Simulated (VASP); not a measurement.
# TePb (Fm-3m) in VASP: notebook, part 2 of 2

VASP 6.6.1. The steps go on from the part before.

## 5. Relaxation of cell and atoms, LDA, target pressure 0.85 GPa, at which the enthalpy is minimised

This run uses another cell than the first one, of 33.73 Å³/atom, 1.103 times its volume.

File INCAR:

```
SYSTEM = TePb
ALGO = Normal
EDIFF = 1E-6
EDIFFG = -0.01
ENCUT = 600
IBRION = 2
ISIF = 3
ISMEAR = 0
LASPH = .TRUE.
LCHARG = .FALSE.
LREAL = .FALSE.
LWAVE = .FALSE.
NELM = 80
NSW = 90
PREC = Accurate
PSTRESS = 8.5
SIGMA = 0.03
```

File KPOINTS:

```
k-points
0
G
  8 8 8
  0 0 0
```

File POSCAR:

```
TePb
1.0
    0.0000000000      3.2310000000      3.2310000000
    3.2310000000      0.0000000000      3.2310000000
    3.2310000000      3.2310000000      0.0000000000
Te Pb
1 1
Direct
    0.5000000000      0.5000000000      0.5000000000
    0.0000000000      0.0000000000      0.0000000000
```

Potentials or basis: VASP PAW LDA potentials, release 64 (Te, Pb_d).

On the command line:

```sh
cat potpaw_LDA.64/Te/POTCAR potpaw_LDA.64/Pb_d/POTCAR > POTCAR
mpirun -np 1 vasp_std > vasp.out
```

OUTCAR:

```text
SYSTEM = TePb
   EDIFF = 1E-6
   EDIFFG = -0.01
   ENCUT = 600
   IBRION = 2
   ISIF = 3
   ISMEAR = 0
   LASPH = .TRUE.
   LREAL = .FALSE.
   NELM = 80
   NSW = 90
   PREC = Accurate
   PSTRESS = 8.5

 ion  position               nearest neighbor table
   1  0.500  0.500  0.500-   2 3.23   2 3.23   2 3.23   2 3.23   2 3.23   2 3.23
   2  0.000  0.000  0.000-   1 3.23   1 3.23   1 3.23   1 3.23   1 3.23   1 3.23

  LATTYP: Found a face centered cubic cell.
 ALAT       =     6.4620000000

  Lattice vectors:

 A1 = (   0.0000000000,   3.2310000000,   3.2310000000)
 A2 = (   3.2310000000,   0.0000000000,   3.2310000000)
 A3 = (   3.2310000000,   3.2310000000,   0.0000000000)

Analysis of symmetry for initial positions (statically):
=====================================================================
 Subroutine PRICEL returns:
 Original cell was already a primitive cell.

 Routine SETGRP: Setting up the symmetry group for a
 face centered cubic supercell.

 Subroutine GETGRP returns: Found 48 space group operations
 (whereof 48 operations were pure point group operations)
 out of a pool of 48 trial point group operations.

The static configuration has the point symmetry O_h .

Analysis of symmetry for dynamics (positions and initial velocities):
=====================================================================
 Subroutine PRICEL returns:
 Original cell was already a primitive cell.

 Routine SETGRP: Setting up the symmetry group for a
 face centered cubic supercell.

 Subroutine GETGRP returns: Found 48 space group operations
 (whereof 48 operations were pure point group operations)
 out of a pool of 48 trial point group operations.

The dynamic configuration has the point symmetry O_h .

 Subroutine INISYM returns: Found 48 space group operations
 (whereof 48 operations are pure point group operations),
 and found     1 'primitive' translations

----------------------------------------------------------------------------------------

                                     Primitive cell

  volume of cell :      67.4592

  direct lattice vectors                    reciprocal lattice vectors
     0.000000000  3.231000000  3.231000000    -0.154750851  0.154750851  0.154750851
     3.231000000  0.000000000  3.231000000     0.154750851 -0.154750851  0.154750851
     3.231000000  3.231000000  0.000000000     0.154750851  0.154750851 -0.154750851

  length of vectors
     4.569324020  4.569324020  4.569324020     0.268036337  0.268036337  0.268036337

  position of ions in fractional coordinates (direct lattice)
     0.500000000  0.500000000  0.500000000
     0.000000000  0.000000000  0.000000000

  ion indices of the primitive-cell ions
   primitive index   ion index
                 1           1
                 2           2

----------------------------------------------------------------------------------------

 KPOINTS: k-points

Automatic generation of k-mesh.
 Grid dimensions read from file:
 generate k-points for:    8    8    8

 Generating k-lattice:

  Cartesian coordinates                     Fractional coordinates (reciprocal lattice)
[... 47 lines left out ...]
   ions per type =               1   1
   NGX,Y,Z   is equivalent  to a cutoff of  14.55, 14.55, 14.55 a.u.
   NGXF,Y,Z  is equivalent  to a cutoff of  29.11, 29.11, 29.11 a.u.
 SYSTEM =  TePb
   PREC   = accura    normal or accurate (medium, high low for compatibility)
   ISTART =      0    job   : 0-new  1-cont  2-samecut
   ICHARG =      2    charge: 1-file 2-atom 10-const
   ISPIN  =      1    spin polarized calculation?
   LNONCOLLINEAR =      F non collinear calculations
   LSORBIT =      F    spin-orbit coupling
   LASPH  =      T    aspherical Exc in radial PAW
   ENCUT  =  600.0 eV  44.10 Ry    6.64 a.u.   9.13  9.13  9.13*2*pi/ulx,y,z
   NELM   =     80;   NELMIN=  2; NELMDL= -5     # of ELM steps
   EDIFF  = 0.1E-05   stopping-criterion for ELM
   LREAL  =      F    real-space projection
   EDIFFG = -.1E-01   stopping-criterion for IOM
   NSW    =     90    number of steps for IOM
   IBRION =      2    ionic relax: 0-MD 1-quasi-New 2-CG
   NFREE  =      1    steps in history (QN), initial steepest desc. (CG)
   ISIF   =      3    stress and relaxation
   ISYM   =      2    0-nonsym 1-usesym 2-fastsym
   POTIM  = 0.5000    time-step for ionic-motion
   TEBEG  =    0.0;   TEEND  =   0.0 temperature during run
   PSTRESS=    8.5 pullay stress
   NELECT =      20.0000    total number of electrons
   NUPDOWN=      -1.0000    fix difference up-down
   EMIN   =  10.00;   EMAX   =-10.00  energy-range for DOS
   EFERMI =   0.00;   METHOD = LEGACY
   ISMEAR =     0;   SIGMA  =   0.03  broadening in eV -4-tet -1-fermi 0-gaus
   EFERMI_NEDOS =   21; number of points for ismear=-14 and -15
   IALGO  =     38    algorithm
   IMIX   =      4    mixing-type and parameters
     AMIX     =   0.40;   BMIX     =  1.00
     AMIX_MAG =   1.60;   BMIX_MAG =  1.00
  volume/ion in A,a.u.               =      33.73       227.62
  Fermi-wavevector in a.u.,A,eV,Ry     =   1.091619  2.062861 16.213147  1.191633
  Thomas-Fermi vector in A             =   2.227868
   LORBIT       =      0    0 simple, 1 ext, 2 COOP (PROOUT), +10 PAW based schemes
   GGA     = CA    functional components
   LHFCALC =     F    Hartree Fock is set to
   AEXX    =    0.0000 exact exchange contribution
   IVDW    =     0    specifies the selected vdW correction
   LEPSILON=     F    determine dielectric tensor
   LRPA    =     F    only Hartree local field effects (RPA)
 conjugate gradient relaxation of ions
 non-spin polarized calculation
 Gauss-broadening in eV      SIGMA  =   0.03
  energy-cutoff  :      600.00
  volume of cell :       67.46
 maximum number of plane-waves:      2272
 NGX is ok and might be reduce to    40
   NGX = 19   NGY = 19   NGZ = 19

--------------------------------------- Ionic step        1  -------------------------------------------

 number of electron      19.9999998 magnetization

 Free energy of the ion-electron system (eV)
  ---------------------------------------------------
  ext. energy  EPLUGINS =         0.00000000
  ---------------------------------------------------
  free energy    TOTEN  =        -8.76266474 eV

  energy without entropy =       -8.76266474  energy(sigma->0) =       -8.76266474

------------------------ aborting loop because EDIFF is reached ----------------------------------------

  FORCE on cell =-STRESS in cart. coord.  units (eV):
  Direction    XX          YY          ZZ          XY          YZ          ZX
  --------------------------------------------------------------------------------------
  -------------------------------------------------------------------------------------
  Total       -0.6820050     -0.6820050     -0.6820050     -0.0000000      0.0000000      0.0000000
  in kB      -16.1978468    -16.1978468    -16.1978468     -0.0000000      0.0000000      0.0000000
  external PRESSURE =     -24.6978468 kB  Pullay stress =       8.5000000 kB
[... 63 lines left out ...]
--------------------------------------- Ionic step        3  -------------------------------------------

 number of electron      20.0000003 magnetization

 Free energy of the ion-electron system (eV)
  ---------------------------------------------------
  ext. energy  EPLUGINS =         0.00000000
  ---------------------------------------------------
  free energy    TOTEN  =        -8.77217856 eV

  energy without entropy =       -8.77217856  energy(sigma->0) =       -8.77217856

 E-fermi :   6.3190     XC(G=0):  -9.8059

 val. band max:        6.1304685723   @ k =   0.5000   0.0000   0.0000
 cond. band min:       6.6513250721   @ k =   0.5000   0.0000   0.0000
 fundamental gap:      0.5208564998
 Fermi energy:         6.3189790627

 k-point     1 :       0.0000    0.0000    0.0000
  band No.  band energies     occupation
      1     -10.6526      2.00000
      2     -10.6526      2.00000
      3     -10.6344      2.00000
      4     -10.6344      2.00000
      5     -10.6344      2.00000
      6      -6.3880      2.00000
      7       0.5791      2.00000
      8       4.5670      2.00000
      9       4.5670      2.00000
     10       4.5670      2.00000
     11      10.1609      0.00000
     12      10.1609      0.00000
     13      10.1609      0.00000
     14      11.7766      0.00000
[... 377 lines left out ...]
      1     -10.6918      2.00000
      2     -10.6631      2.00000
      3     -10.6273      2.00000
      4     -10.6198      2.00000
      5     -10.6093      2.00000
      6      -4.5839      2.00000
      7      -2.5188      2.00000
      8       3.0310      2.00000
      9       3.2648      2.00000
     10       5.5777      2.00000
     11       7.2738      0.00000
     12       9.6653      0.00000
     13      10.1863      0.00000
     14      12.8272      0.00000

 [... further k-points ...]
[... 5 lines left out ...]
  --------------------------------------------------------------------------------------
  -------------------------------------------------------------------------------------
  Total        0.3350920      0.3350920      0.3350920      0.0000000      0.0000000      0.0000000
  in kB        8.3867605      8.3867605      8.3867605      0.0000000      0.0000000      0.0000000
  external PRESSURE =      -0.1132395 kB  Pullay stress =       8.5000000 kB
[... 21 lines left out ...]
  energy  without entropy=       -8.7721785556  energy(sigma->0) =       -8.77217856

  enthalpy is  TOTEN    =        -8.4325621008 eV   P V=        0.3396164548

 reached required accuracy - stopping structural energy minimisation
```

CONTCAR:

```text
TePb
   1.00000000000000
    -0.0000000000000000    3.1750467797733166    3.1750467797733166
     3.1750467797733166   -0.0000000000000000    3.1750467797733166
     3.1750467797733166    3.1750467797733166    0.0000000000000000
  Te              Pb
     1     1
Direct
     0.5000000000000000    0.5000000000000000    0.5000000000000000
     0.0000000000000000    0.0000000000000000    0.0000000000000000

  0.00000000E+00  0.00000000E+00  0.00000000E+00
  0.00000000E+00  0.00000000E+00  0.00000000E+00
```

Run time: 82 s. Hardware: 1 thread of Intel Xeon Platinum 8488C (Sapphire Rapids), shared host; peak memory 0.21 GiB.

What came out:

```yaml
Free_energy: -8.7722 eV
Relaxed_volume: 32.01 Å³/atom
Relaxed_cell: a = 4.490 Å, b = 4.490 Å, c = 4.490 Å, α = 60.00°, β = 60.00°, γ = 60.00°
Space_group_after_relaxing_to_0.05_Å: Fm-3m (No. 225)
Energy_change_on_relaxing_the_enthalpy_is_what_falls: -4.8 meV/atom
Ionic_steps: 3
Pressure_after_relaxing: 0.8 GPa
Band_gap_on_the_k_mesh: 0.52 eV, direct
```

The path:
```tsv
step	energy change (eV)	largest force (eV/Å)	pressure (GPa)	volume (Å³)
1	0.0000	0.0000	-1.62	67.46
2	0.0045	0.0000	2.18	62.51
3	-0.0095	0.0000	0.84	64.01
```

Final structure:
```
Te Pb
1.0
     0.00000    3.17505    3.17505
     3.17505    0.00000    3.17505
     3.17505    3.17505    0.00000
Te Pb
1 1
Direct
  0.50000 0.50000 0.50000
  0.00000 0.00000 0.00000
```

Caveat: the cell is relaxed towards a set pressure, so the enthalpy falls and the energy may rise; spin-orbit coupling is left out, which as a rule narrows the gap of such compounds by several tenths of an eV. A k mesh can miss the band edges.

## 6. Relaxation of cell and atoms, LDA, target pressure 0.85 GPa, at which the enthalpy is minimised

This run uses another cell than the first one, of 32.01 Å³/atom, 1.047 times its volume.

Changes to INCAR since step 5:

```diff
@@ -2,4 +2,4 @@
 ALGO = Normal
-EDIFF = 1E-6
-EDIFFG = -0.01
+EDIFF = 1E-7
+EDIFFG = -0.005
 ENCUT = 600
```

KPOINTS is that of step 5.

File POSCAR:

```
TePb                                    
1.0
   -0.0000000000      3.1750467798      3.1750467798
    3.1750467798     -0.0000000000      3.1750467798
    3.1750467798      3.1750467798      0.0000000000
  Te              Pb            
     1     1
Direct
     0.5000000000000000    0.5000000000000000    0.5000000000000000
     0.0000000000000000    0.0000000000000000    0.0000000000000000
```

Potentials or basis: VASP PAW LDA potentials, release 64 (Te, Pb_d).

On the command line:

```sh
cat potpaw_LDA.64/Te/POTCAR potpaw_LDA.64/Pb_d/POTCAR > POTCAR
mpirun -np 1 vasp_std > vasp.out
```

OUTCAR:

```text
SYSTEM = TePb
   EDIFF = 1E-7
   EDIFFG = -0.005
   ENCUT = 600
   IBRION = 2
   ISIF = 3
   ISMEAR = 0
   LASPH = .TRUE.
   LREAL = .FALSE.
   NELM = 80
   NSW = 90
   PREC = Accurate
   PSTRESS = 8.5

 ion  position               nearest neighbor table
   1  0.500  0.500  0.500-   2 3.18   2 3.18   2 3.18   2 3.18   2 3.18   2 3.18
   2  0.000  0.000  0.000-   1 3.18   1 3.18   1 3.18   1 3.18   1 3.18   1 3.18

  LATTYP: Found a face centered cubic cell.
 ALAT       =     6.3500935596

  Lattice vectors:

[... 592 lines left out ...]
     13      10.1863      0.00000
     14      12.8272      0.00000

 [... further k-points ...]
[... 5 lines left out ...]
  --------------------------------------------------------------------------------------
  -------------------------------------------------------------------------------------
  Total        0.3324901      0.3324901      0.3324901     -0.0000000      0.0000000      0.0000000
  in kB        8.3216399      8.3216399      8.3216399     -0.0000000      0.0000000      0.0000000
  external PRESSURE =      -0.1783601 kB  Pullay stress =       8.5000000 kB

 VOLUME and BASIS-vectors are now :
 -----------------------------------------------------------------------------
  energy-cutoff  :      600.00
  volume of cell :       64.01
      direct lattice vectors                 reciprocal lattice vectors
     0.000000000  3.175046780  3.175046780    -0.157477995  0.157477995  0.157477995
     3.175046780  0.000000000  3.175046780     0.157477995 -0.157477995  0.157477995
     3.175046780  3.175046780  0.000000000     0.157477995  0.157477995 -0.157477995

 POSITION                                       TOTAL-FORCE (eV/Angst)
 -----------------------------------------------------------------------------------
      3.17505      3.17505      3.17505         0.000000      0.000000      0.000000
      0.00000      0.00000      0.00000        -0.000000     -0.000000     -0.000000
 -----------------------------------------------------------------------------------
    total drift:                               -0.000000      0.000000      0.000000

  FREE ENERGIE OF THE ION-ELECTRON SYSTEM (eV)
  ---------------------------------------------------
  free  energy   TOTEN  =        -8.7719758772 eV

  energy  without entropy=       -8.7719758772  energy(sigma->0) =       -8.77197588

  enthalpy is  TOTEN    =        -8.4323594224 eV   P V=        0.3396164548

 reached required accuracy - stopping structural energy minimisation
```

OSZICAR:

```text
N       E                     dE             d eps       ncg     rms          rms(c)
DAV:   1     0.159690333490E+03    0.15969E+03   -0.10196E+04   812   0.155E+03
DAV:   2     0.332137606786E+01   -0.15637E+03   -0.15348E+03   824   0.361E+02
DAV:   3    -0.856120137125E+01   -0.11883E+02   -0.11811E+02  1082   0.104E+02
DAV:   4    -0.887247690827E+01   -0.31128E+00   -0.31100E+00   972   0.192E+01
DAV:   5    -0.888270689282E+01   -0.10230E-01   -0.10230E-01  1126   0.319E+00    0.379E+00
DAV:   6    -0.878021187547E+01    0.10250E+00   -0.23009E-01  1112   0.423E+00    0.239E+00
DAV:   7    -0.877273155873E+01    0.74803E-02   -0.67845E-02  1054   0.160E+00    0.913E-01
DAV:   8    -0.877202429111E+01    0.70727E-03   -0.79071E-03   992   0.101E+00    0.130E-01
DAV:   9    -0.877197749655E+01    0.46795E-04   -0.81307E-04  1140   0.316E-01    0.325E-02
DAV:  10    -0.877197505136E+01    0.24452E-05   -0.50399E-05   922   0.632E-02    0.235E-02
DAV:  11    -0.877197589480E+01   -0.84344E-06   -0.15331E-05  1066   0.284E-02    0.916E-03
DAV:  12    -0.877197587069E+01    0.24108E-07   -0.11775E-06   920   0.903E-03    0.666E-03
DAV:  13    -0.877197587722E+01   -0.65284E-08   -0.36077E-08   556   0.142E-03
   1 F= -.84323594E+01 E0= -.84323594E+01  d E =-.843236E+01
```

CONTCAR:

```text
TePb
   1.00000000000000
     0.0000000000000000    3.1750467798000002    3.1750467798000002
     3.1750467798000002    0.0000000000000000    3.1750467798000002
     3.1750467798000002    3.1750467798000002    0.0000000000000000
  Te              Pb
     1     1
Direct
     0.5000000000000000    0.5000000000000000    0.5000000000000000
     0.0000000000000000    0.0000000000000000    0.0000000000000000

  0.00000000E+00  0.00000000E+00  0.00000000E+00
  0.00000000E+00  0.00000000E+00  0.00000000E+00
```

It took 28 s on 1 thread of Intel Xeon Platinum 8488C (Sapphire Rapids), shared host; peak memory 0.18 GiB.

What came out:

| Item | Value |
| --- | --- |
| Free energy | -8.7720 eV |
| Pressure after relaxing | 0.8 GPa |
| Band gap on the k mesh | 0.52 eV, direct |

Final structure:
```
CELL_PARAMETERS angstrom
0.00000 3.17505 3.17505
3.17505 0.00000 3.17505
3.17505 3.17505 0.00000
ATOMIC_POSITIONS crystal
Te 0.50000 0.50000 0.50000
Pb 0.00000 0.00000 0.00000
```

Levels at points of the mesh, in eV from the valence-band top:
```tsv
k point	band 6	band 7	band 8	band 9	band 10	band 11	band 12	band 13	band 14
(0.00, 0.00, 0.00)	-12.52	-5.55	-1.56	-1.56	-1.56	4.03	4.03	4.03	5.65
(0.50, 0.00, 0.00)	-10.94	-8.94	-1.05	-1.05	0.00	0.52	1.06	1.06	8.35
(0.50, 0.50, 0.00)	-10.63	-7.45	-4.96	-3.13	-3.13	3.01	5.56	5.56	6.90
```

Caveat: the relaxation stopped at its first step, so nothing moved; the cell is relaxed towards a set pressure, so the enthalpy falls and the energy may rise; spin-orbit coupling is left out, which as a rule narrows the gap of such compounds by several tenths of an eV. A k mesh can miss the band edges.

## 7. Overview

| level | potentials or basis | cell | target pressure | gap on the mesh (eV) | pressure (GPa) |
| --- | --- | --- | --- | --- | --- |
| PBEsol | VASP PAW PBE potentials, release 64 (Te, Pb_d) | relaxed to 5.02 GPa | 5.02 GPa | 0.43 | 5.0 |
| PBE | VASP PAW PBE potentials, release 64 (Te, Pb_d) | relaxed | - | 0.83 | 0.0 |
| LDA | VASP PAW LDA potentials, release 64 (Te, Pb_d) | relaxed to 0.85 GPa | 0.85 GPa | 0.52 | 0.8 |

Alike in all rows: task relaxation of cell and atoms; no spin polarisation; k mesh 8 × 8 × 8; cutoff (eV) 600; smearing gaussian 0.03 eV.

Caveats: spin-orbit coupling is left out, which as a rule narrows the gap of such compounds by several tenths of an eV; the cell is relaxed towards a set pressure, so the enthalpy falls and the energy may rise (some runs); the relaxation stopped at its first step, so nothing moved (some runs); the PAW data sets were made with another functional, which shifts forces and pressure a little (some runs).

Absolute energies hang on the potentials; compare differences alone.
